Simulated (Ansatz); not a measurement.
# SnO2 (I4/m) in Ansatz: notebook

Aim: see how the results for SnO2 move with the level of theory and the settings. Levels: PBEsol, r2SCAN. Tasks: band structure.

Everything below comes from runs of Ansatz 0.2.0. Logs are shortened: lines on timing, memory, paths and dates and some standing lists are left out, and cuts for length are marked.

**1. The structure**

Symmetry: I4/m, No. 87, tetragonal system. The conventional cell has a = 10.747 Å, b = 10.747 Å, c = 3.232 Å, α = 90.00°, β = 90.00°, γ = 90.00°. Sn (site symmetry m) has 6 O at 2.06 to 2.14 Å as nearest neighbours. O (site symmetry m) is surrounded by 3 Sn at 2.11 to 2.14 Å. O (site symmetry m) has 3 Sn at 2.06 to 2.11 Å as nearest neighbours.

Measurements of this composition are mostly on another form, of space group No. 136.

**2. Band structure, PBEsol**

File input.yaml:

```yaml
crystal:
  lattice:
    - [-5.37331, 5.37331, 1.616233]
    - [5.37331, -5.37331, 1.616233]
    - [5.37331, 5.37331, -1.616233]
  atoms:
    - { symbol: Sn, position: [0.3510765, 0.8310675, 0.182144] }
    - { symbol: Sn, position: [0.8310675, 0.6489235, 0.479991] }
    - { symbol: Sn, position: [0.1689325, 0.3510765, 0.520009] }
    - { symbol: Sn, position: [0.6489235, 0.1689325, 0.817856] }
    - { symbol: O, position: [0.2056015, 0.1549285, 0.36053] }
    - { symbol: O, position: [0.8450715, 0.2056015, 0.050673] }
    - { symbol: O, position: [0.7943985, 0.8450715, 0.63947] }
    - { symbol: O, position: [0.1549285, 0.7943985, 0.949327] }
    - { symbol: O, position: [0.1610445, 0.5429605, 0.704005] }
    - { symbol: O, position: [0.5429605, 0.8389555, 0.381916] }
    - { symbol: O, position: [0.4570395, 0.1610445, 0.618084] }
    - { symbol: O, position: [0.8389555, 0.4570395, 0.295995] }
hamiltonian:
  xc: pbesol
  pseudopotentials: { kind: paw }
kpoints:
  mp_grid: { grid: [9, 9, 9] }
  band_path:
    path:
      - [[0.0, 0.0, 0.0], [0.0, 0.0, 0.5], [-0.5, 0.5, 0.5], [0.0, 0.0, 0.0], [0.2726185185, 0.2726185185, -0.2726185185], [0.25, 0.25, 0.25], [0.0, 0.5, 0.0], [-0.2726185185, 0.7273814815, 0.2726185185], [-0.5, 0.5, 0.5]]
      - [[0.0, 0.0, 0.5], [0.25, 0.25, 0.25]]
    npoints: 10
scf:
  occupations: { method: fermi_dirac, width: 0.05 }
  n_extra_bands: 30
output:
  forces: true
  stress: true
  eigenvalues: true
  fatbands: false
```

Potentials or basis: Ansatz PAW.

Started as:

```
> ansatz run input.yaml --threads 4 --pin off --max-ram 11264MiB --backend cpu --events-out ev --progress --plain --runs-dir out
```

Log:

```text
Warning: RAYON_NUM_THREADS=4 ignored (pool sized by the plan → 4); use --threads N
basis.fft_grid_basis auto: the FFT boxes are laid along the combinations [[1, 1, 0], [0, 1, 0], [0, 0, 1]] of the cell's own vectors, 3.232, 7.769 and 7.769 Å long. The dense box has 24×54×54 points. Along the cell's own vectors, as sized, it would have 54×54×54, 2.25 times as many. Of the 8 symmetry operations that the crystal satisfies within crystal.symmetry.tolerance (time reversal apart; of a slab, those that keep its plane) the dense box along the cell's own vectors carries 8, and the one as laid loses 6 of those. basis.fft_grid_basis: typed keeps the cell's own vectors: state it where this run's energies or levels are differenced outside the engine with another run's, or held beside a run that keeps those vectors.
scf.n_extra_bands = 30 over 52 filled bands (N_el = 104.0): the run solves 82 bands
Engine: ansatz 0.2.0, aarch64-unknown-linux-gnu
Pseudopotentials: kind: paw
Pseudopotential: Sn, paw, valence charge 14, recommended cutoff 420 eV (normal), Sn.paw.azcp
Pseudopotential: O, paw, valence charge 6, recommended cutoff 420 eV (normal), O.paw.azcp
Functional definition: PBEsol
  exchange = pbesol_x
  correlation = pbesol_c
Crystal: 12 atoms, lattice volume = 186.658 Å³
Basis set: ecut = 420 eV, 3645 PW (Γ), FFT grids on a1+a2, a2, a3, exchange–correlation on 48×108×108 points (8 copies of the dense FFT grid, shifted against one another)
Bands: 82, of which v1, the nominal top of the filled ones, is band 52 counted from 1 (51 counted from 0)
Symmetry: 8 space group operations
Space group: I4/m (ITA 87), of the structure as read, at distance tolerance 5.7e-5 Å
k-points: 105 of 729
Non-local potential: Sn, projectors of the file, l = 0: 2, l = 1: 2, l = 2: 2, l = 3: 2
Non-local potential: O, projectors of the file, l = 0: 2, l = 1: 2, l = 2: 1
PAW form: soft (Blöchl's): semilocal exchange-correlation on the pseudo side does not see the compensation charge
PAW frozen core: Sn, regenerated for the run's functional, and the local potential with it (the file was generated under x = pbe(κ = 0.804, μ = 0.2195149727645171), c = pbe(β = 0.06672455060314922))
PAW frozen core: O, regenerated for the run's functional, and the local potential with it (the file was generated under x = pbe(κ = 0.804, μ = 0.2195149727645171), c = pbe(β = 0.06672455060314922))
PAW one-centre angular grid: Sn, 590 points (default); XC on 64 Gauss nodes
PAW one-centre angular grid: O, 110 points (default); XC on 64 Gauss nodes
Initial density: superposition of atomic densities (neutral atoms: chi_scale 0, normalization atom), corrected by the library's trained network
Initial wavefunctions: pseudopotential atomic-orbital guess
Functional: x = pbesol(κ = 0.804, μ = 0.12345679012345678), c = pbesol(β = 0.046)
SCF iter   1: F=—  HF=-28285.160920 eV  |F-HF|=—  |Δ(HF+E_count)|=         —  Δρ=1.48e-2  dr2=3.51e-1  ethr=1.77e-3  ⟨swp⟩=5.5  Hψ=36650  notcnv=0  defer=1759
preconditioner: auto → Resta (q_TF=auto, 2.475 Å⁻¹)  ε∞=2.6  [insulator: Δε(μ)=1.590 eV  Ē_g=22.230 eV  σ=0.050 eV  W_gap=1.00  n_scr=48 (ndim 8)  ℏωp=27.7 eV  f_vac=0.216  D(μ)=0.00/eV (n_scr^D=0)  ε∞_Penn≈2.6  vacuum switching on, ρ_ref=3.6e-2 e/Å³]
SCF iter   2: F=—  HF=-28285.069848 eV  |F-HF|=—  |Δ(HF+E_count)|=   9.11e-2  Δρ=3.56e-3  dr2=1.27e-2  ethr=3.37e-4  ⟨swp⟩=2.0  Hψ=12496  notcnv=0  defer=2570
SCF iter   3: F=—  HF=-28285.066855 eV  |F-HF|=—  |Δ(HF+E_count)|=   2.99e-3  Δρ=1.14e-3  dr2=1.62e-3  ethr=1.22e-5  ⟨swp⟩=3.0  Hψ=14208  notcnv=0  defer=2570
SCF iter   4: F=—  HF=-28285.066816 eV  |F-HF|=—  |Δ(HF+E_count)|=   3.95e-5  Δρ=5.28e-4  dr2=4.76e-4  ethr=1.55e-6  ⟨swp⟩=2.0  Hψ=10559  notcnv=0  defer=2570
SCF iter   5: F=—  HF=-28285.066746 eV  |F-HF|=—  |Δ(HF+E_count)|=   7.00e-5  Δρ=1.59e-4  dr2=3.91e-5  ethr=4.58e-7  ⟨swp⟩=2.0  Hψ=8519  notcnv=0  defer=2570
SCF iter   6: F=—  HF=-28285.066966 eV  |F-HF|=—  |Δ(HF+E_count)|=   2.20e-4  Δρ=3.86e-5  dr2=1.99e-6  ethr=3.76e-8  ⟨swp⟩=2.0  Hψ=8255  notcnv=0  defer=2570
SCF iter   7: F=-28285.066967 eV  HF=-28285.066967 eV  |F-HF|=3.68e-9  |Δ(HF+E_count)|=   1.11e-6  Δρ=7.34e-6  dr2=8.70e-8  ethr=9.62e-11  ⟨swp⟩=14.9  Hψ=62610  notcnv=0
SCF 1 converged in 7 iterations: F = -28285.066967 eV  dr2 = 8.70e-8
NSCF: frozen V_eff on 92 k-points
SCF converged after 7 iterations
Free energy (F): -28285.066967 eV
Harris-Foulkes:  -28285.066967 eV  (|F-HF|=3.68e-9)
Internal energy: -28285.066967 eV  (E = F + TS)
E sigma→0 (E₀):  -28285.066967 eV
Fermi energy:    5.951466 eV
--- Per-component energies (eV) ---
  E_band       = -648.054044
  E_kinetic    = 2147.241186
  E_local      = -10257.048065  (includes V_loc(G=0)·N_el)
  E_nonlocal   = 275.509139
  E_hartree    = 5037.300801
  E_xc         = -2085.583908
  E_vxc        = -1120.527560  (∫ρ·V_xc dr)
  E_paw        = -17519.972679  (= ΣΔE_a)
  E_vpaw       = -1767.857053  (= ΣTr[D̂ρ^β])
  E_aug_tail   = 0.019266  (compensation charges beyond the density's cutoff)
  E_ewald      = -5883.954369
  E_core_change = 1.421662  (= ΣΔE_core)
  E_smearing   = -0.000000  (= −TS)
  E_closure    = -0.000000  (closes the sum)
  Σ components = -28285.066967   (vs F -28285.066967, Δ=0.00e0)
--- Forces (eV/Å), atoms counted from 1 ---
  atom   1  Sn     0.10302919    -0.01750832     0.00000000
  atom   2  Sn     0.01750832     0.10302919    -0.00000000
  atom   3  Sn    -0.01750832    -0.10302919     0.00000000
  atom   4  Sn    -0.10302919     0.01750832     0.00000000
  atom   5  O      0.33171137     0.42436601     0.00000000
  atom   6  O      0.42436601    -0.33171137     0.00000000
  atom   7  O     -0.33171137    -0.42436601     0.00000000
  atom   8  O     -0.42436601     0.33171137     0.00000000
  atom   9  O      0.12958567    -0.07350312    -0.00000000
  atom  10  O      0.07350312     0.12958567    -0.00000000
  atom  11  O     -0.07350312    -0.12958567     0.00000000
  atom  12  O     -0.12958567     0.07350312     0.00000000
  max |Σ_I F_I| component: 5.55e-17 eV/Å
--- Stress (GPa, compression-positive) ---
       -4.081377       0.000001       0.000000
       -0.000001      -4.081377      -0.000000
        0.000000       0.000000      -5.685329
  P = ⅓ Tr σ = -4.6160 GPa (-46.160 kbar)
--- Band table (eV; the first three rows and the last of 105) ---
  k-point 0: bands = ["-15.3940", "-15.3940", "-15.2236", "-14.8348", "-14.7280", "-14.6888", "-14.6780", "-14.6780", "-14.6759", "-14.6759", "-14.6393", "-14.6252", "-14.5757", "-14.5588", "-14.5058", "-14.5058", "-14.4995", "-14.4995", "-14.4438", "-14.4310", "-13.0727", "-12.2943", "-11.8749", "-11.8749", "-11.5534", "-10.6622", "-10.2277", "-10.2277", "-1.3255", "-0.9178", "-0.9178", "0.8145", "1.5386", "2.2257", "2.2257", "2.4477", "2.4666", "2.4740", "2.4740", "3.1631", "3.5099", "3.7395", "3.8883", "4.1479", "4.1479", "4.2832", "4.3528", "4.3528", "4.4372", "4.7795", "4.7795", "4.8850", "6.6918", "9.5991", "9.5991", "9.9869", "11.5760", "11.5760", "12.0745", "12.1619", "14.2077", "15.2554", "15.5341", "15.5341", "15.6807", "15.8118", "16.6401", "16.7881", "16.7881", "17.3402", "17.3959", "17.3959", "17.7363", "17.7363", "17.8978", "19.3855", "19.7788", "21.7379", "21.7379", "22.2484", "22.6765", "22.6765"]
  k-point 1: bands = ["-15.4040", "-15.3944", "-15.2048", "-14.8403", "-14.7279", "-14.6954", "-14.6781", "-14.6780", "-14.6756", "-14.6721", "-14.6389", "-14.6257", "-14.5762", "-14.5617", "-14.5060", "-14.5057", "-14.4994", "-14.4991", "-14.4434", "-14.4314", "-13.0601", "-12.3313", "-11.8674", "-11.8525", "-11.5374", "-10.7190", "-10.2226", "-10.1928", "-1.4535", "-0.9311", "-0.7523", "0.8296", "1.5263", "2.1778", "2.2256", "2.3179", "2.4985", "2.5158", "2.5626", "3.1946", "3.4853", "3.7309", "3.8805", "4.1437", "4.1477", "4.2936", "4.2993", "4.3601", "4.4349", "4.7478", "4.7775", "4.9036", "6.7863", "9.4521", "9.6225", "10.0805", "11.5649", "11.5871", "12.0756", "12.1550", "14.1926", "15.1710", "15.5213", "15.5752", "15.7084", "15.8879", "16.5662", "16.8071", "16.8458", "17.2791", "17.3043", "17.3965", "17.6866", "17.8605", "17.9633", "19.3274", "19.8978", "21.7095", "21.7449", "22.2504", "22.5926", "22.6699"]
  k-point 2: bands = ["-15.4238", "-15.3952", "-15.1595", "-14.8585", "-14.7276", "-14.7065", "-14.6783", "-14.6781", "-14.6747", "-14.6679", "-14.6377", "-14.6268", "-14.5775", "-14.5682", "-14.5062", "-14.5054", "-14.4993", "-14.4983", "-14.4422", "-14.4324", "-13.0239", "-12.4208", "-11.8543", "-11.7899", "-11.4996", "-10.8463", "-10.2094", "-10.1271", "-1.6377", "-0.9639", "-0.4635", "0.8674", "1.4937", "2.1035", "2.1101", "2.2254", "2.5528", "2.6407", "2.6487", "3.2504", "3.4155", "3.7017", "3.8756", "4.1354", "4.1474", "4.1676", "4.3181", "4.3801", "4.4276", "4.6851", "4.7755", "4.9288", "7.0339", "9.1636", "9.6816", "10.2153", "11.5395", "11.6232", "12.0623", "12.1403", "14.1630", "15.0364", "15.5020", "15.5907", "15.7861", "16.0390", "16.4861", "16.8317", "16.9282", "17.1144", "17.2482", "17.3977", "17.5859", "18.0527", "18.0791", "19.2349", "20.1564", "21.6615", "21.7968", "21.9485", "22.2556", "22.6531"]
  k-point 104: bands = ["-15.5398", "-15.2098", "-15.0565", "-15.0366", "-14.7195", "-14.7187", "-14.6887", "-14.6845", "-14.6671", "-14.6629", "-14.6323", "-14.6319", "-14.5793", "-14.5790", "-14.5186", "-14.5166", "-14.4938", "-14.4836", "-14.4375", "-14.4371", "-12.6654", "-12.5552", "-12.4594", "-11.3840", "-11.2060", "-11.1742", "-10.3522", "-9.9198", "-2.1738", "-0.2745", "-0.2301", "0.4917", "1.8116", "1.8200", "1.8653", "2.4904", "2.6239", "2.9372", "2.9829", "3.0382", "3.1131", "3.7074", "3.7285", "3.8160", "4.1286", "4.1299", "4.3627", "4.3759", "4.3927", "4.3964", "4.7854", "4.9769", "8.4606", "8.6890", "8.9538", "10.4702", "11.6812", "11.7828", "11.9193", "11.9321", "14.3436", "14.6116", "15.4166", "15.4891", "15.6870", "16.3840", "16.7695", "16.8164", "17.0718", "17.1958", "17.2176", "17.2470", "17.4191", "18.3920", "18.7975", "19.4945", "19.7573", "20.3879", "21.5658", "21.6000", "22.3013", "22.3975"]
```

It took 39 s on 4 threads of Arm Neoverse V1, shared host; peak memory 1.4 GiB.

Results:

* Free energy: -28285.0670 eV
* Pressure: -4.6 GPa
* Largest force: 0.539 eV/Å
* Band gap on the k mesh: 1.71 eV, indirect (least direct gap 1.81 eV)
* Band gap along the path: 1.71 eV, indirect (least direct gap 1.81 eV)

Forces in eV/Å, atoms in the order of the input:
```
Sn   0.103 -0.018  0.000
Sn   0.018  0.103  0.000
Sn  -0.018 -0.103  0.000
Sn  -0.103  0.018  0.000
O    0.332  0.424  0.000
O    0.424 -0.332  0.000
O   -0.332 -0.424  0.000
O   -0.424  0.332  0.000
O    0.130 -0.074  0.000
O    0.074  0.130  0.000
O   -0.074 -0.130  0.000
O   -0.130  0.074  0.000
```

Levels at the corners of the path, in eV from the valence-band top:
```csv
point,band 49,band 50,band 51,band 52,band 53,band 54,band 55,band 56
Γ,-0.54,-0.20,-0.20,-0.09,1.71,4.62,4.62,5.01
X,-0.53,-0.43,-0.20,-0.03,2.72,3.52,4.82,5.39
M,-0.58,-0.58,-0.19,0.00,3.69,3.69,3.79,5.49
Γ,-0.54,-0.20,-0.20,-0.09,1.71,4.62,4.62,5.01
Z,-0.42,-0.34,-0.33,-0.33,5.17,5.17,5.50,6.04
P,-0.69,-0.35,-0.35,-0.14,5.21,5.44,5.75,5.75
N,-0.50,-0.42,-0.25,-0.24,5.27,5.28,5.76,5.78
Z1,-0.42,-0.34,-0.33,-0.33,5.17,5.17,5.50,6.04
M,-0.58,-0.58,-0.19,0.00,3.69,3.69,3.79,5.49
X,-0.53,-0.43,-0.20,-0.03,2.72,3.52,4.82,5.39
P,-0.69,-0.35,-0.35,-0.14,5.21,5.44,5.75,5.75
```

Caveat: the pressure holds a Pulay correction of +0.7 GPa for the finite cutoff; spin-orbit coupling is left out, which moves the levels of the heavy elements; the PAW data sets come from PBE, with cores solved anew for the run's functional, which leaves a small shift of forces and pressure. A hybrid or GW would open this gap; PBEsol tends to underestimate it.

**3. Band structure, r2SCAN**

Edit input.yaml of step 2 so:

```diff
@@ -19,3 +19,3 @@
 hamiltonian:
-  xc: pbesol
+  xc: r2scan
   pseudopotentials: { kind: paw }
@@ -35,2 +35,2 @@
   eigenvalues: true
-  fatbands: false
+  fatbands: true
```

Potentials or basis: Ansatz PAW.

Started as:

```
> ansatz run input.yaml --threads 4 --pin off --max-ram 11264MiB --backend cpu --events-out ev --progress --plain --runs-dir out
```

Log:

```text
Warning: RAYON_NUM_THREADS=4 ignored (pool sized by the plan → 4); use --threads N
[... 85 lines left out ...]
  k-point 2: bands = ["-16.4823", "-16.4485", "-16.1903", "-15.8216", "-15.6896", "-15.6675", "-15.6226", "-15.6223", "-15.6218", "-15.6154", "-15.5827", "-15.5718", "-15.5284", "-15.5232", "-15.4524", "-15.4515", "-15.4512", "-15.4502", "-15.3917", "-15.3821", "-14.2644", "-13.6598", "-13.1694", "-13.1015", "-12.8536", "-12.1551", "-11.4670", "-11.3840", "-1.8439", "-1.1597", "-0.6766", "0.6113", "1.2397", "1.8232", "1.8802", "1.9515", "2.2584", "2.3443", "2.3591", "2.9568", "3.1256", "3.4091", "3.5865", "3.8441", "3.8562", "3.8576", "4.0489", "4.0587", "4.1617", "4.3631", "4.4719", "4.6044", "7.3224", "9.5404", "10.0982", "10.6450", "12.1041", "12.1751", "12.5751", "12.7004", "14.5226", "15.7333", "16.2265", "16.3094", "16.5838", "16.7756", "17.0126", "17.3565", "17.5194", "17.8969", "17.9725", "18.2759", "18.2974", "18.6995", "18.9942", "19.9363", "20.7617", "22.4349", "22.5700", "22.7348", "23.0246", "23.4597"]
  k-point 104: bands = ["-16.6127", "-16.2296", "-16.0730", "-16.0467", "-15.6823", "-15.6813", "-15.6331", "-15.6284", "-15.6171", "-15.6112", "-15.5773", "-15.5769", "-15.5307", "-15.5303", "-15.4681", "-15.4649", "-15.4398", "-15.4357", "-15.3871", "-15.3868", "-13.9329", "-13.7667", "-13.7108", "-12.7506", "-12.5375", "-12.5056", "-11.6347", "-11.1506", "-2.3637", "-0.5033", "-0.4642", "0.2983", "1.5391", "1.5726", "1.6280", "2.2185", "2.3553", "2.6448", "2.6924", "2.7635", "2.7996", "3.4061", "3.4274", "3.5188", "3.8329", "3.8439", "4.0292", "4.0436", "4.1248", "4.1287", "4.4934", "4.6609", "8.7823", "9.0231", "9.3033", "10.9291", "12.1677", "12.3477", "12.4853", "12.4920", "14.6738", "15.2985", "16.1103", "16.1615", "16.4142", "17.2086", "17.6087", "17.6591", "17.7083", "17.8114", "17.8359", "17.8846", "17.9997", "19.3317", "19.5102", "20.2284", "20.5113", "21.0426", "22.3345", "22.3683", "23.0776", "23.2475"]
```

bands.tsv:

```text
[... 112 lines left out ...]
```

Wall time 89 s (4 threads of Arm Neoverse V2, shared host); peak memory 1.9 GiB.

What came out:

| Item | Value |
| --- | --- |
| Free energy | -28703.3798 eV |
| Pressure | -6.3 GPa |
| Largest force | 0.792 eV/Å |
| Band gap on the k mesh | 2.33 eV, indirect (least direct gap 2.44 eV) |
| Band gap along the path | 2.33 eV, indirect (least direct gap 2.44 eV) |

Forces in eV/Å, atoms in the order of the input:
```
Sn   0.066  0.002  0.000
Sn  -0.002  0.066  0.000
Sn   0.002 -0.066  0.000
Sn  -0.066 -0.002  0.000
O    0.509  0.607  0.000
O    0.607 -0.509  0.000
O   -0.509 -0.607  0.000
O   -0.607  0.509  0.000
O    0.135 -0.113  0.000
O    0.113  0.135  0.000
O   -0.113 -0.135  0.000
O   -0.135  0.113  0.000
```

Stress tensor (GPa, compression positive):
```
-5.71  0.00  0.00
 0.00 -5.71  0.00
 0.00  0.00 -7.56
```

Levels at the corners of the path, in eV from the valence-band top:
| point | band 50 | band 51 | band 52 | band 53 | band 54 | band 55 |
| --- | --- | --- | --- | --- | --- | --- |
| Γ | -0.19 | -0.19 | -0.12 | 2.33 | 5.36 | 5.36 |
| X | -0.46 | -0.19 | -0.03 | 3.33 | 4.17 | 5.55 |
| M | -0.53 | -0.17 | 0.00 | 4.34 | 4.34 | 4.45 |
| Γ | -0.19 | -0.19 | -0.12 | 2.33 | 5.36 | 5.36 |
| Z | -0.31 | -0.31 | -0.31 | 5.97 | 5.97 | 6.30 |
| P | -0.31 | -0.31 | -0.11 | 6.00 | 6.25 | 6.55 |
| N | -0.38 | -0.22 | -0.21 | 6.07 | 6.08 | 6.55 |
| Z1 | -0.31 | -0.31 | -0.31 | 5.97 | 5.97 | 6.30 |
| M | -0.53 | -0.17 | 0.00 | 4.34 | 4.34 | 4.45 |
| X | -0.46 | -0.19 | -0.03 | 3.33 | 4.17 | 5.55 |
| P | -0.31 | -0.31 | -0.11 | 6.00 | 6.25 | 6.55 |

Caveat: spin-orbit coupling is left out, which moves the levels of the heavy elements; the PAW data sets come from PBE, with cores solved anew for the run's functional, which leaves a small shift of forces and pressure.
